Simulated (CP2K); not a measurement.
# CsH under changes of volume

One of the cells (32.401 Å³/atom); the others are scaled copies at fixed shape and fractional positions:

```xyz
2
Lattice="4.5085 0.0000 0.0000 2.2543 3.9045 0.0000 2.2543 1.3015 3.6812" Properties=species:S:1:pos:R:3 pbc="T T T"
Cs    0.0000    0.0000    0.0000
H     4.5085    2.6030    1.8406
```

- Program: CP2K 2026.2
- Functional: LDA
- Potentials or basis: GTH_POTENTIALS Cs GTH-PADE-q9, H GTH-PADE-q1; TZVP-MOLOPT-PBE-GTH basis
- Density cutoff: 7483 eV
- k mesh: 7 × 7 × 7
- Occupations: fermi-dirac, width 0.01 eV
- Spin: no spin polarisation

```tsv
volume (Å³/atom)	energy over the lowest point (meV/atom)	pressure (GPa)	gap on the mesh (eV)
30.457	0.00	-0.5	2.17
31.105	2.35	-0.7	2.19
31.753	5.51	-0.9	2.21
32.401	?	?	?
33.049	13.91	-1.2	2.25
33.697	19.02	-1.3	2.27
34.345	24.65	-1.5	2.29
```

Task: What does the run at 32.401 Å³/atom give?

Result: Energy over the lowest point 9.39 meV/atom; pressure -1.0 GPa; gap on the mesh 2.24 eV.

Worked out: A Birch-Murnaghan fit of order 3 (a polynomial in V^(-2/3)) to the other rows has no minimum within the range. It gives 9.39 meV/atom at 32.401 Å³/atom, against the run's 9.39, and -dE/dV = -1.0 GPa, against -1.0. A straight line through the other rows of the gap, of slope 0.999 eV per unit of ln V (its deformation potential), gives 2.23 eV, against the run's 2.24.

Energies are extrapolated to zero smearing.

Caveats: spin-orbit coupling is left out, which moves the levels of the heavy elements; an odd mesh through Γ misses points on the zone boundary, where band edges often lie; the basis of atomic orbitals isn't converged, which shifts pressures, moduli and gaps.
